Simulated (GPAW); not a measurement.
# PtS2 (P-3m1) in GPAW: reference runs

How does PtS2 come out in PBEsol? The cell is run as given and disturbed.

All numbers are computed with GPAW 26.7.0; they aren't measurements. Logs are shortened: lines on timing, memory, paths and dates and some standing lists are left out, and cuts for length are marked. The log counts tension as positive stress, the text compression.

### 1 The structure

Symmetry: P-3m1, No. 164, trigonal system. The conventional cell has a = 3.543 Å, b = 3.543 Å, c = 5.039 Å, α = 90.00°, β = 90.00°, γ = 120.00°. Around Pt (site symmetry -3m) lie 6 S at 2.34 Å. S (site symmetry 3m) has 3 Pt at 2.34 Å as nearest neighbours.

### 2 Single point, PBEsol

The input, run.py:

```python
from ase import Atoms
from ase.dft.bandgap import bandgap
from ase.io import write
from ase.units import Bohr, GPa
from gpaw import GPAW, PW, setup_paths
from gpaw.elf import elf_from_dft_calculation

setup_paths.insert(0, '.')

atoms = Atoms(['Pt', 'S', 'S'],
              cell=[[3.5432, 0.0, 0.0],
                    [-1.7716, 3.0685012107, 0.0],
                    [0.0, 0.0, 5.0388]],
              scaled_positions=[[0.0, 0.0, 0.0],
                                [0.6666666667, 0.3333333333, 0.773],
                                [0.3333333333, 0.6666666667, 0.227]],
              pbc=True)

calc = GPAW(mode=PW(600),
            xc='PBEsol',
            kpts={'size': (9, 9, 5), 'gamma': True},
            occupations={'name': 'fermi-dirac', 'width': 0.05},
            nbands=26,
            convergence={'density': 1e-05, 'energy': 1e-05},
            maxiter=150,
            txt='gpaw.txt')
atoms.calc = calc
energy = atoms.get_potential_energy()
forces = atoms.get_forces()
stress = atoms.get_stress()
calc.write('gs.gpw')
write('result.traj', atoms)
print(f'Energy: {energy:.6f} eV')
print('Forces (eV/A):')
print(forces.round(4))
print('Stress (GPa):', (stress / GPa).round(3))
print('Fermi level:', round(calc.get_fermi_level(), 4), 'eV')
print(f'Gap: {bandgap(calc)[0]:.4f} eV, direct: {bandgap(calc, direct=True)[0]:.4f} eV')

# fields on the real-space grid
write('density.cube', atoms, data=calc.get_pseudo_density() * Bohr**3)
write('potential.cube', atoms, data=calc.get_electrostatic_potential())
write('elf.cube', atoms, data=elf_from_dft_calculation(calc).data)
```

Potentials or basis: PAW data sets generated in the run's folder for this functional, pw.

Started as:

```bash
$ gpaw-setup -f PBEsol Pt S
$ OMP_NUM_THREADS=1 python run.py
```

gpaw.txt:

```text
__  _  _
 | _ |_)|_||  |
 |__||  | ||/\| - 26.7.0

Input parameters:
  mode=PW(ecut=600.0),
  convergence={'density': 1e-05, 'energy': 1e-05},
  kpts=MonkhorstPack(size=(9, 9, 5), gamma=True),
  maxiter=150,
  nbands=26,
  occupations=Occupations(name='fermi-dirac', width=0.05),
  xc=XC(name='PBEsol')

Diagonalizing LCAO Hamiltonian
Converting LCAO to pw mode

            S

         S

       Pt

Atoms  # Å, Bohr magnetons
|   | symbol |         x |        y |        z |    initial magnetic moments |
|---|--------|-----------|----------|----------|-----------------------------|
| 0 |     Pt |  0.000000 | 0.000000 | 0.000000 | ( 0.0000,  0.0000,  0.0000) |
| 1 |      S |  1.771600 | 1.022834 | 3.894992 | ( 0.0000,  0.0000,  0.0000) |
| 2 |      S | -0.000000 | 2.045667 | 1.143808 | ( 0.0000,  0.0000,  0.0000) |

Unit cell  # Å
| periodic |         x |        y |        z |  lengths |     angles |
|----------|-----------|----------|----------|----------|------------|
|      yes |  3.543200 | 0.000000 | 0.000000 | 3.543200 |  90.000000 |
|      yes | -1.771600 | 3.068501 | 0.000000 | 3.543200 |  90.000000 |
|      yes |  0.000000 | 0.000000 | 5.038800 | 5.038800 | 120.000000 |

Number of symmetries: 12
Symmetry operations  # r_c * U_cc + t_c -> r_c
|    | kind |            matrix            |
|----|------|------------------------------|
|  0 |  σ   |  1, 1, 0,  0,-1, 0,  0, 0, 1 |
|  1 |  S6  |  1, 1, 0, -1, 0, 0,  0, 0,-1 |
|  2 |  E   |  1, 0, 0,  0, 1, 0,  0, 0, 1 |
|  3 |  C2  |  1, 0, 0, -1,-1, 0,  0, 0,-1 |
|  4 |  C2  |  0, 1, 0,  1, 0, 0,  0, 0,-1 |
|  5 |  C3  |  0, 1, 0, -1,-1, 0,  0, 0, 1 |
|  6 |  S6  |  0,-1, 0,  1, 1, 0,  0, 0,-1 |
|  7 |  σ   |  0,-1, 0, -1, 0, 0,  0, 0, 1 |
|  8 |  σ   | -1, 0, 0,  1, 1, 0,  0, 0, 1 |
|  9 |  i   | -1, 0, 0,  0,-1, 0,  0, 0,-1 |
| 10 |  C3  | -1,-1, 0,  1, 0, 0,  0, 0, 1 |
| 11 |  C2  | -1,-1, 0,  0, 1, 0,  0, 0,-1 |

BZ-sampling:
  Number of BZ points: 405
  Number of IBZ points: 50

  Monkhorst-Pack size: [9, 9, 5]
  Monkhorst-Pack shift: [0, 0, 0]

K-points  # in reciprocal-cell coordinates
|     |                                coordinates |     weight |
|-----|--------------------------------------------|------------|
|   0 | (  0.00000000,   0.00000000,   0.00000000) | 0.00246914 |
|   1 | (  0.00000000,   0.00000000,   0.20000000) | 0.00493827 |
|   2 | (  0.00000000,   0.00000000,   0.40000000) | 0.00493827 |
|   3 | (  0.11111111,   0.00000000,  -0.40000000) | 0.01481481 |
|   4 | (  0.11111111,   0.00000000,  -0.20000000) | 0.01481481 |
|   5 | (  0.11111111,   0.00000000,   0.00000000) | 0.01481481 |
|   6 | (  0.11111111,   0.00000000,   0.20000000) | 0.01481481 |
|   7 | (  0.11111111,   0.00000000,   0.40000000) | 0.01481481 |
|   8 | (  0.22222222,  -0.11111111,   0.00000000) | 0.01481481 |
|   9 | (  0.22222222,  -0.11111111,   0.20000000) | 0.02962963 |
| ... |                                            |            |
|  49 | (  0.44444444,   0.44444444,   0.40000000) | 0.02962963 |

Plane wave coefficients: 1863
Cutoff: 600.0 eV

Spin-components: 1 (collinear spins)
Bands:           26
Projectors:      16
Spin-degeneracy: 2
Datatype:        complex128

Parallelization:
  kpt:    1
  domain: 1
  band:   1

Density:
  Valence electrons: 28.0
  Components: 1
  Grid points: [21 21 30]
  Charge: 0.0  # |e|

Potential:
  Grid points: [21 21 30]

species:
  Pt:
    name:    Platinum
    Z:       78.0
    valence: 16
    core:    62
    charge:  0.0  # [|e|]
    compensation charges:
      type: gauss
      rc: 0.41  # [Å]
      lmax: 2
    cutoffs:
      filter: 2.26  # [Å]
      core: 2.26  # [Å]
    projectors
    | kind |    occ | energy [eV] | rcut [Å] |
    |------|--------|-------------|----------|
    |   6s |  1.000 |      -5.666 |    1.307 |
    |   5p |  6.000 |     -56.073 |    1.371 |
    |   6p |  0.000 |      -0.783 |    1.371 |
    |   5d |  9.000 |      -6.179 |    1.307 |
    |    s |        |      21.545 |    1.307 |
    |    d |        |      21.032 |    1.307 |

    Using partial waves for Pt as LCAO basis

  S:
    name:    Sulfur
    Z:       16.0
    valence: 6
    core:    10
    charge:  0.0  # [|e|]
    compensation charges:
      type: gauss
      rc: 0.24  # [Å]
      lmax: 2
    cutoffs:
      filter: 1.77  # [Å]
      core: 1.66  # [Å]
    projectors
    | kind |    occ | energy [eV] | rcut [Å] |
    |------|--------|-------------|----------|
    |   3s |  2.000 |     -17.192 |    0.974 |
    |   3p |  4.000 |      -6.978 |    0.979 |
    |    s |        |      10.020 |    0.974 |
    |    p |        |      20.234 |    0.979 |
    |    d |        |       0.000 |    0.900 |

    Using partial waves for S as LCAO basis

Reference energy: -521915.989661  # eV

eigensolver:
  PPCG
  Converge bands: occupied
  niter=2

density mixing:
  MSR1-Mixer
  Pratt-step length: 0.05
  Maximum mixing coefficient: 0.75
  Old densities: 10
  SVD Regularization: 0.005
  Good broyden scale: 1.0
  Trust region scale: 1.0
  Backstep threshold: 4.0
  History deletion threshold: 6.0
  Fourier metric: weight=20.0, sigma=0.015

occupation numbers:
  Fermi-Dirac:
    width: 0.0500  # eV

poisson solver:
  ecut: 4800.0  # eV

xc functional:
  name: PBEsol with 2 nearest neighbor stencil

convergence criteria:
- Maximum integral of absolute [dens]ity change: 1e-05 electrons / valence electron
- Maximum [total energy] change in last 3 cyles: 1e-05 eV / valence electron
- Maximum integral of absolute [eigenst]ate change: 4e-08 eV^2 / valence electron
maximum number of iterations: 150

SCF iterations
|iter     | |      energy | eigst |  dens |
|---------|-|-------------|-------|-------|
|iter:   1| |  -18.733334 | +0.37 |       |
|iter:   2| |  -18.198957 | -1.66 | -1.06 |
|iter:   3| |  -17.227056 | -1.56 | -1.13 |
|iter:   4| |  -17.193644 | -3.23 | -1.61 |
|iter:   5| |  -17.174519 | -3.37 | -1.84 |
|iter:   6| |  -17.174368 | -4.75 | -2.78 |
|iter:   7| |  -17.174420c| -5.12 | -3.24 |
|iter:   8| |  -17.174425c| -6.57 | -4.03 |
|iter:   9| |  -17.174426c| -7.53c| -4.50 |
|iter:  10| |  -17.174426c| -8.09c| -4.87 |
|iter:  11| |  -17.174426c| -8.89c| -5.68c|

Converged in 11 steps
Energy contributions relative to reference atoms: (reference = -521915.989661)

Energy contributions:
  Kinetic:           7.656907
  Coulomb:          -8.934310
  Zero:             -0.355508
  External:          0.000000
  Xc:              -15.541510
  Entropy:          -0.000010
  Spinorbit:         0.000000
  ----------------------------
  Free energy:     -17.174430
  Extrapolated:    -17.174426

dipole moment: (-6.157239, -10.664651, -17.512472)  # |e|*Ang

Fermi level: 7.757
Eigenvalues  # (at kpt = [0.000, 0.000, 0.000])
| band index |      eig [eV] | occ [0-2] |
|------------|---------------|-----------|
|          0 |       -46.620 |     2.000 |
|        ... |               |           |
|          6 |         0.244 |     2.000 |
|          7 |         0.355 |     2.000 |
|          8 |         3.277 |     2.000 |
|          9 |         3.277 |     2.000 |
|         10 |         5.492 |     2.000 |
|         11 |         6.180 |     2.000 |
[... 8 lines left out ...]
|         20 |        19.151 |     0.000 |
|         21 |        19.794 |     0.000 |
|        ... |               |           |
|         25 |        20.949 |     0.000 |

Gap: 0.926 eV
Transition (v -> c):
  (s=0, k=12, n=13, [0.22, 0.00, -0.20]) -> (s=0, k=22, n=14, [0.33, 0.00, -0.20])
Direct/indirect transitions are different
Direct gap: 0.969 eV
Transition at: (s=0, k=12, n=13, [0.22, 0.00, -0.20])

Forces  # eV/Ang
|        x |        y |        z |
|----------|----------|----------|
|  0.00000 |  0.00000 |  0.00000 |  # Pt   0
| -0.00000 |  0.00000 | -0.96903 |  # S    1
|  0.00000 | -0.00000 |  0.96903 |  # S    2

Stress tensor  # eV/Ang^3
|         x |         y |         z |
|-----------|-----------|-----------|
| -0.041329 |  0.000000 |  0.000000 |
|  0.000000 | -0.041329 | -0.000000 |
|  0.000000 | -0.000000 | -0.036673 |

# Writing to gs.gpw (mode='')
```

It took 47 s on 1 thread of Intel Xeon Platinum 8375C at 2.90GHz (Ice Lake), shared host; peak memory 0.2 GiB.

Results:

```yaml
Free_energy: -17.1744 eV
Pressure: 6.4 GPa
Largest_force: 0.969 eV/Å
Band_gap_on_the_k_mesh: 0.93 eV, indirect (least direct gap 0.97 eV)
```

Forces in eV/Å, atoms in the order of the input:
```
Pt   0.000  0.000  0.000
S    0.000  0.000 -0.969
S    0.000  0.000  0.969
```

Caveat: spin-orbit coupling is left out, which moves the levels of the heavy elements; an odd mesh through Γ misses points on the zone boundary, where band edges often lie.

### 3 Single point, PBEsol (atoms moved at random, drawn with an rms of 0.05 Å)

run.py, as its differences from that of step 2:

```diff
@@ -3,5 +3,4 @@
 from ase.io import write
-from ase.units import Bohr, GPa
+from ase.units import GPa
 from gpaw import GPAW, PW, setup_paths
-from gpaw.elf import elf_from_dft_calculation
 
@@ -13,5 +12,5 @@
                     [0.0, 0.0, 5.0388]],
-              scaled_positions=[[0.0, 0.0, 0.0],
-                                [0.6666666667, 0.3333333333, 0.773],
-                                [0.3333333333, 0.6666666667, 0.227]],
+              scaled_positions=[[-0.000574, -0.00651, 0.010049],
+                                [0.667183, 0.331074, 0.771687],
+                                [0.335064, 0.671482, 0.234354]],
               pbc=True)
@@ -38,6 +37 @@
 print(f'Gap: {bandgap(calc)[0]:.4f} eV, direct: {bandgap(calc, direct=True)[0]:.4f} eV')
-
-# fields on the real-space grid
-write('density.cube', atoms, data=calc.get_pseudo_density() * Bohr**3)
-write('potential.cube', atoms, data=calc.get_electrostatic_potential())
-write('elf.cube', atoms, data=elf_from_dft_calculation(calc).data)
```

Potentials or basis: PAW data sets generated in the run's folder for this functional, pw.

Started as:

```bash
$ gpaw-setup -f PBEsol Pt S
$ OMP_NUM_THREADS=1 python run.py
```

gpaw.txt:

```text
__  _  _
 | _ |_)|_||  |
 |__||  | ||/\| - 26.7.0

Input parameters:
  mode=PW(ecut=600.0),
  convergence={'density': 1e-05, 'energy': 1e-05},
  kpts=MonkhorstPack(size=(9, 9, 5), gamma=True),
  maxiter=150,
  nbands=26,
  occupations=Occupations(name='fermi-dirac', width=0.05),
  xc=XC(name='PBEsol')

Diagonalizing LCAO Hamiltonian
Converting LCAO to pw mode

            S

         S

       Pt

Atoms  # Å, Bohr magnetons
|   | symbol |         x |         y |        z |    initial magnetic moments |
|---|--------|-----------|-----------|----------|-----------------------------|
| 0 |     Pt |  0.009499 | -0.019976 | 0.050635 | ( 0.0000,  0.0000,  0.0000) |
| 1 |      S |  1.777432 |  1.015901 | 3.888376 | ( 0.0000,  0.0000,  0.0000) |
| 2 |      S | -0.002399 |  2.060443 | 1.180863 | ( 0.0000,  0.0000,  0.0000) |

Unit cell  # Å
| periodic |         x |        y |        z |  lengths |     angles |
[... 161 lines left out ...]
Energy contributions:
  Kinetic:           5.182961
  Coulomb:          -6.894512
  Zero:             -0.346332
  External:          0.000000
  Xc:              -15.131703
  Entropy:          -0.000016
  Spinorbit:         0.000000
  ----------------------------
  Free energy:     -17.189603
  Extrapolated:    -17.189595

dipole moment: (6.277805, 10.453358, -16.505194)  # |e|*Ang

Fermi level: 7.732
Eigenvalues  # (at kpt = [0.000, 0.000, 0.000])
| band index |      eig [eV] | occ [0-2] |
|------------|---------------|-----------|
|          0 |       -46.586 |     2.000 |
|        ... |               |           |
|          6 |         0.362 |     2.000 |
|          7 |         0.399 |     2.000 |
|          8 |         3.319 |     2.000 |
|          9 |         3.334 |     2.000 |
|         10 |         5.416 |     2.000 |
|         11 |         6.185 |     2.000 |
[... 8 lines left out ...]
|         20 |        19.305 |     0.000 |
|         21 |        19.795 |     0.000 |
|        ... |               |           |
|         25 |        20.862 |     0.000 |

Gap: 0.801 eV
Transition (v -> c):
  (s=0, k=81, n=13, [0.22, -0.22, 0.20]) -> (s=0, k=150, n=14, [0.33, 0.33, 0.00])
Direct/indirect transitions are different
Direct gap: 0.930 eV
Transition at: (s=0, k=11, n=13, [0.00, 0.22, 0.20])

Forces  # eV/Ang
|        x |        y |        z |
|----------|----------|----------|
| -0.16090 |  0.45779 | -0.72375 |  # Pt   0
|  0.01974 | -0.08545 | -0.31986 |  # S    1
|  0.14115 | -0.37233 |  1.04362 |  # S    2

Stress tensor  # eV/Ang^3
|         x |         y |         z |
|-----------|-----------|-----------|
| -0.033941 |  0.001415 | -0.002341 |
|  0.001415 | -0.027127 |  0.005415 |
| -0.002341 |  0.005415 | -0.025014 |

# Writing to gs.gpw (mode='')
```

stdout:

```text
Energy: -17.189595 eV
Forces (eV/A):
[[-0.1609  0.4578 -0.7238]
 [ 0.0197 -0.0855 -0.3199]
 [ 0.1412 -0.3723  1.0436]]
Stress (GPa): [-5.438 -4.346 -4.008  0.868 -0.375  0.227]
Fermi level: 7.7325 eV
Gap: 0.8012 eV, direct: 0.9303 eV
```

Wall time 3.5 min (1 thread of Intel Xeon Platinum 8375C at 2.90GHz (Ice Lake), shared host); peak memory 0.38 GiB.

Results:

```yaml
Free_energy: -17.1896 eV
Pressure: 4.6 GPa
Largest_force: 1.117 eV/Å
Band_gap_on_the_k_mesh: 0.80 eV, indirect (least direct gap 0.93 eV)
```

Forces in eV/Å, atoms in the order of the input:
```
Pt  -0.161  0.458 -0.724
S    0.020 -0.085 -0.320
S    0.141 -0.372  1.044
```

Caveat: spin-orbit coupling is left out, which moves the levels of the heavy elements; an odd mesh through Γ misses points on the zone boundary, where band edges often lie.
